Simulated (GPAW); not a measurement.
# FeO (Wuestite) (Fm-3m) in GPAW: a series of runs

The runs below take FeO (Wuestite) through band structure, with PBEsol+U.

Everything below comes from runs of GPAW 26.7.0. Logs are shortened: lines on timing, memory, paths and dates and some standing lists are left out, and cuts for length are marked. The log counts tension as positive stress, the text compression.

**Measured values to compare with.**

“W\"ustite: Electric, thermodynamic and optical properties of FeO”, 2012, arxiv:1203.1201 quotes, for a bulk crystal of FeO: band gap 2.4 eV (optical).

How close the calculation comes is told below.

## Step 1: The structure

Symmetry: Fm-3m, No. 225, cubic system. The conventional cell has a = 4.311 Å, b = 4.311 Å, c = 4.311 Å, α = 90.00°, β = 90.00°, γ = 90.00°. Around Fe (site symmetry m-3m) lie 6 O at 2.16 Å. Around O (site symmetry m-3m) lie 6 Fe at 2.16 Å.

## Step 2: Band structure, PBEsol+U, collinear spin, ferromagnetic start

run.py

```python
from ase import Atoms
from ase.dft.bandgap import bandgap
from ase.io import write
from ase.units import GPa
from gpaw import GPAW, PW, setup_paths

setup_paths.insert(0, '.')

atoms = Atoms(['Fe', 'O'],
              cell=[[0.0, 2.1554, 2.1554],
                    [2.1554, 0.0, 2.1554],
                    [2.1554, 2.1554, 0.0]],
              scaled_positions=[[0.0, 0.0, 0.0],
                                [0.5, 0.5, 0.5]],
              pbc=True)
atoms.set_initial_magnetic_moments([3.0, 0.0])

calc = GPAW(mode=PW(800),
            xc='PBEsol',
            kpts={'size': (11, 11, 11), 'gamma': True},
            occupations={'name': 'fermi-dirac', 'width': 0.05},
            setups={'Fe': ':d,2.0'},
            nbands=17,
            convergence={'density': 1e-05, 'energy': 1e-05},
            maxiter=150,
            txt='gpaw.txt')
atoms.calc = calc
energy = atoms.get_potential_energy()
forces = atoms.get_forces()
stress = atoms.get_stress()
calc.write('gs.gpw')
write('result.traj', atoms)
print(f'Energy: {energy:.6f} eV')
print('Forces (eV/A):')
print(forces.round(4))
print('Stress (GPa):', (stress / GPa).round(3))
print('Moments:', calc.get_magnetic_moments().round(3))
print('Fermi level:', round(calc.get_fermi_level(), 4), 'eV')
print(f'Gap: {bandgap(calc)[0]:.4f} eV, direct: {bandgap(calc, direct=True)[0]:.4f} eV')

path = atoms.cell.bandpath('GXWKGLUWLK,UX', npoints=100, eps=1e-4)
bs_calc = calc.fixed_density(kpts=path, symmetry='off', nbands=26,
                             convergence={'bands': 'CBM+6.0', 'eigenstates': 1e-6}, txt='bands.txt')
bs = bs_calc.band_structure()
bs.write('bs.json')
print(f'Gap on the path: {bandgap(bs_calc)[0]:.4f} eV')
```

Potentials or basis: PAW data sets generated in the run's folder for this functional, pw.

Started as:

```bash
> gpaw-setup -f PBEsol Fe O
> OMP_NUM_THREADS=1 python run.py
```

gpaw.txt:

```text
__  _  _
 | _ |_)|_||  |
 |__||  | ||/\| - 26.7.0

Input parameters:
  mode=PW(ecut=800.0),
  convergence={'density': 1e-05, 'energy': 1e-05},
  kpts=MonkhorstPack(size=(11, 11, 11), gamma=True),
  maxiter=150,
  nbands=17,
  occupations=Occupations(name='fermi-dirac', width=0.05),
  setups={'Fe': ':d,2.0'},
  xc=XC(name='PBEsol')

Diagonalizing LCAO Hamiltonian
Converting LCAO to pw mode

              O

       Fe

Atoms  # Å, Bohr magnetons
|   | symbol |        x |        y |        z |    initial magnetic moments |
|---|--------|----------|----------|----------|-----------------------------|
| 0 |     Fe | 0.000000 | 0.000000 | 0.000000 | ( 0.0000,  0.0000,  3.0000) |
| 1 |      O | 2.155400 | 2.155400 | 2.155400 | ( 0.0000,  0.0000,  0.0000) |

Unit cell  # Å
| periodic |        x |        y |        z |  lengths |    angles |
|----------|----------|----------|----------|----------|-----------|
|      yes | 0.000000 | 2.155400 | 2.155400 | 3.048196 | 60.000000 |
|      yes | 2.155400 | 0.000000 | 2.155400 | 3.048196 | 60.000000 |
|      yes | 2.155400 | 2.155400 | 0.000000 | 3.048196 | 60.000000 |

Number of symmetries: 48
Symmetry operations  # r_c * U_cc + t_c -> r_c
|    | kind |            matrix            |
|----|------|------------------------------|
|  0 |  σ   |  1, 0, 0,  1, 0,-1,  1,-1, 0 |
|  1 |  C2  |  1, 0, 0,  1,-1, 0,  1, 0,-1 |
|  2 |  E   |  1, 0, 0,  0, 1, 0,  0, 0, 1 |
|  3 |  σ   |  1, 0, 0,  0, 0, 1,  0, 1, 0 |
|  4 |  C4  |  1, 0,-1,  1, 0, 0,  1,-1, 0 |
|  5 |  S6  |  1, 0,-1,  1,-1, 0,  1, 0, 0 |
|  6 |  σ   |  1, 0,-1,  0, 1,-1,  0, 0,-1 |
|  7 |  C3  |  1, 0,-1,  0, 0,-1,  0, 1,-1 |
|  8 |  S6  |  1,-1, 0,  1, 0, 0,  1, 0,-1 |
|  9 |  C4  |  1,-1, 0,  1, 0,-1,  1, 0, 0 |
| 10 |  C3  |  1,-1, 0,  0,-1, 1,  0,-1, 0 |
| 11 |  σ   |  1,-1, 0,  0,-1, 0,  0,-1, 1 |
| 12 |  σ   |  0, 1, 0,  1, 0, 0,  0, 0, 1 |
| 13 |  C4  |  0, 1, 0,  0, 1,-1, -1, 1, 0 |
| 14 |  C3  |  0, 1, 0,  0, 0, 1,  1, 0, 0 |
| 15 |  S6  |  0, 1, 0, -1, 1, 0,  0, 1,-1 |
| 16 |  C2  |  0, 1,-1,  1, 0,-1,  0, 0,-1 |
| 17 |  σ   |  0, 1,-1,  0, 1, 0, -1, 1, 0 |
| 18 |  S4  |  0, 1,-1,  0, 0,-1,  1, 0,-1 |
| 19 |  C4  |  0, 1,-1, -1, 1, 0,  0, 1, 0 |
| 20 |  C3  |  0, 0, 1,  1, 0, 0,  0, 1, 0 |
| 21 |  σ   |  0, 0, 1,  0, 1, 0,  1, 0, 0 |
| 22 |  S6  |  0, 0, 1,  0,-1, 1, -1, 0, 1 |
| 23 |  C4  |  0, 0, 1, -1, 0, 1,  0,-1, 1 |
| 24 |  S4  |  0, 0,-1,  1, 0,-1,  0, 1,-1 |
| 25 |  C3  |  0, 0,-1,  0, 1,-1,  1, 0,-1 |
| 26 |  C2  |  0, 0,-1,  0,-1, 0, -1, 0, 0 |
| 27 |  S6  |  0, 0,-1, -1, 0, 0,  0,-1, 0 |
| 28 |  S4  |  0,-1, 1,  1,-1, 0,  0,-1, 0 |
| 29 |  C4  |  0,-1, 1,  0, 0, 1, -1, 0, 1 |
| 30 |  C2  |  0,-1, 1,  0,-1, 0,  1,-1, 0 |
| 31 |  σ   |  0,-1, 1, -1, 0, 1,  0, 0, 1 |
| 32 |  C3  |  0,-1, 0,  1,-1, 0,  0,-1, 1 |
| 33 |  S6  |  0,-1, 0,  0, 0,-1, -1, 0, 0 |
| 34 |  S4  |  0,-1, 0,  0,-1, 1,  1,-1, 0 |
| 35 |  C2  |  0,-1, 0, -1, 0, 0,  0, 0,-1 |
| 36 |  C2  | -1, 1, 0,  0, 1, 0,  0, 1,-1 |
| 37 |  S6  | -1, 1, 0,  0, 1,-1,  0, 1, 0 |
| 38 |  S4  | -1, 1, 0, -1, 0, 1, -1, 0, 0 |
| 39 |  C3  | -1, 1, 0, -1, 0, 0, -1, 0, 1 |
| 40 |  S6  | -1, 0, 1,  0, 0, 1,  0,-1, 1 |
| 41 |  C2  | -1, 0, 1,  0,-1, 1,  0, 0, 1 |
[... 92 lines left out ...]
    cutoffs:
      filter: 1.17  # [Å]
      core: 0.83  # [Å]
    projectors
    | kind |    occ | energy [eV] | rcut [Å] |
    |------|--------|-------------|----------|
    |   2s |  2.000 |     -23.808 |    0.688 |
    |   2p |  4.000 |      -8.972 |    0.598 |
    |    s |        |       3.404 |    0.688 |
    |    p |        |      18.239 |    0.598 |
    |    d |        |       0.000 |    0.619 |

    Using partial waves for O as LCAO basis

Reference energy: -36621.116537  # eV

eigensolver:
  PPCG
  Converge bands: occupied
  niter=2

density mixing:
  MSR1-Mixer
  Pratt-step length: 0.05
  Maximum mixing coefficient: 0.75
  Old densities: 10
  SVD Regularization: 0.005
  Good broyden scale: 1.0
  Trust region scale: 1.0
  Backstep threshold: 4.0
  History deletion threshold: 6.0
  Fourier metric: weight=20.0, sigma=0.015

occupation numbers:
  Fermi-Dirac:
    width: 0.0500  # eV

poisson solver:
  ecut: 6400.0  # eV

xc functional:
  name: PBEsol with 2 nearest neighbor stencil

convergence criteria:
- Maximum integral of absolute [dens]ity change: 1e-05 electrons / valence electron
- Maximum [total energy] change in last 3 cyles: 1e-05 eV / valence electron
- Maximum integral of absolute [eigenst]ate change: 4e-08 eV^2 / valence electron
maximum number of iterations: 150

SCF iterations
|iter     | |      energy | eigst |  dens |  magmom |
|---------|-|-------------|-------|-------|---------|
|iter:   1| |  -16.352366 | -0.04 |       |  +3.0023|
|iter:   2| |  -16.171956 | -2.01 | -0.72 |  +3.0526|
|iter:   3| |  -16.023119 | -1.74 | -0.76 |  +3.6045|
|iter:   4| |  -16.087962 | -2.49 | -1.25 |  +3.8811|
|iter:   5| |  -16.101207 | -3.63 | -1.69 |  +3.9918|
|iter:   6| |  -16.099637 | -3.84 | -2.12 |  +4.0109|
|iter:   7| |  -16.099815 | -5.08 | -2.60 |  +4.0044|
|iter:   8| |  -16.099836 | -6.03 | -3.20 |  +4.0028|
|iter:   9| |  -16.099839c| -6.84 | -3.66 |  +4.0021|
|iter:  10| |  -16.099839c| -7.76c| -4.46 |  +4.0023|
|iter:  11| |  -16.099839c| -8.29c| -4.90 |  +4.0023|
|iter:  12| |  -16.099839c| -9.04c| -6.11c|  +4.0023|

Converged in 12 steps
Energy contributions relative to reference atoms: (reference = -36621.116537)

Energy contributions:
  Kinetic:          27.966368
  Coulomb:         -24.679374
  Zero:              0.239285
  External:          0.000000
  Xc:              -19.620798
  Entropy:          -0.010639
  Spinorbit:         0.000000
  ----------------------------
  Free energy:     -16.105158
  Extrapolated:    -16.099839

dipole moment: (-10.372578, -10.372578, -10.372578)  # |e|*Ang

Total magnetic moment: (0.000000, 0.000000, 4.002344)

Local magnetic moments
|        x |        y |        z |
|----------|----------|----------|
| 0.000000 | 0.000000 | 3.632464 |  # Fe   0
| 0.000000 | 0.000000 | 0.201118 |  # O    1

Fermi level: 9.541
Eigenvalues  # (at kpt = [0.000, 0.000, 0.000])
| band index |      eig [eV] | occ [0-1] |      eig [eV] | occ [0-1] |
|------------|---------------|-----------|---------------|-----------|
|          0 |       -11.521 |     1.000 |       -11.060 |     1.000 |
|          1 |         4.220 |     1.000 |         5.824 |     1.000 |
|          2 |         4.220 |     1.000 |         5.824 |     1.000 |
|          3 |         4.220 |     1.000 |         5.824 |     1.000 |
|          4 |         4.303 |     1.000 |         8.777 |     1.000 |
|          5 |         4.303 |     1.000 |         8.777 |     1.000 |
[... 9 lines left out ...]
|         15 |        29.394 |     0.000 |        31.029 |     0.000 |
|         16 |        29.394 |     0.000 |        31.029 |     0.000 |

No gap
No difference between direct/indirect transitions

Forces  # eV/Ang
|        x |        y |        z |
|----------|----------|----------|
| -0.00000 |  0.00000 |  0.00000 |  # Fe   0
|  0.00000 | -0.00000 | -0.00000 |  # O    1

Stress tensor  # eV/Ang^3
|         x |         y |        z |
|-----------|-----------|----------|
|  0.039928 | -0.000000 | 0.000000 |
| -0.000000 |  0.039928 | 0.000000 |
|  0.000000 |  0.000000 | 0.039928 |

# Writing to gs.gpw (mode='')
```

stdout:

```text
Energy: -16.099839 eV
Forces (eV/A):
[[-0.  0.  0.]
 [ 0. -0. -0.]]
Stress (GPa): [ 6.397  6.397  6.397  0.     0.    -0.   ]
Moments: [3.632 0.201]
Fermi level: 9.541 eV
Gap: 0.0000 eV, direct: 0.0000 eV
Gap on the path: 0.0000 eV
```

Wall time 46 s (1 thread of Intel Xeon 6975P-C (Granite Rapids), shared host); peak memory 0.32 GiB.

Results:

```yaml
Free_energy: -16.1052 eV
Pressure: -6.4 GPa
Band_gap_along_the_path: none (metal or under the smearing width)
Net_moment: 4.00 μB per cell
Site_moments: Fe +3.63; O +0.20 μB
```

Levels at the corners of the path, in eV from the Fermi level:
Spin up:
```csv
point,band 5,band 6,band 7,band 8,band 9,band 10
Γ,-5.24,-5.24,-4.21,-4.21,-4.21,-0.47
X,-5.41,-4.87,-4.31,-4.29,-4.29,4.62
W,-4.45,-4.29,-4.27,-4.27,-2.91,6.85
K,-5.01,-4.42,-4.02,-3.80,-2.80,6.15
Γ,-5.24,-5.24,-4.21,-4.21,-4.21,-0.47
L,-4.56,-4.56,-3.79,-1.30,-1.30,3.44
U,-5.01,-4.42,-4.02,-3.80,-2.80,6.15
W,-4.45,-4.29,-4.27,-4.27,-2.91,6.85
L,-4.56,-4.56,-3.79,-1.30,-1.30,3.44
K,-5.01,-4.42,-4.02,-3.80,-2.80,6.15
U,-5.01,-4.42,-4.02,-3.80,-2.80,6.15
X,-5.41,-4.87,-4.31,-4.29,-4.29,4.62
```
Spin down:
| point | band 3 | band 4 | band 5 | band 6 | band 7 | band 8 |
| --- | --- | --- | --- | --- | --- | --- |
| Γ | -3.72 | -3.72 | -0.76 | -0.76 | -0.76 | 0.26 |
| X | -4.93 | -4.93 | -2.29 | 0.84 | 0.84 | 1.18 |
| W | -6.64 | -5.94 | -0.08 | -0.08 | 0.84 | 1.49 |
| K | -6.61 | -5.25 | -0.90 | 0.64 | 0.72 | 1.71 |
| Γ | -3.72 | -3.72 | -0.76 | -0.76 | -0.76 | 0.26 |
| L | -5.46 | -5.46 | 0.47 | 0.47 | 0.60 | 3.12 |
| U | -6.61 | -5.25 | -0.90 | 0.64 | 0.72 | 1.71 |
| W | -6.64 | -5.94 | -0.08 | -0.08 | 0.84 | 1.49 |
| L | -5.46 | -5.46 | 0.47 | 0.47 | 0.60 | 3.12 |
| K | -6.61 | -5.25 | -0.90 | 0.64 | 0.72 | 1.71 |
| U | -6.61 | -5.25 | -0.90 | 0.64 | 0.72 | 1.71 |
| X | -4.93 | -4.93 | -2.29 | 0.84 | 0.84 | 1.18 |

Caveat: a cell with one magnetic atom can't hold antiferromagnetic order, which such compounds often take. The state reached can hang on the start; a lower one may exist.

(Part 1 of 2 ends here.)
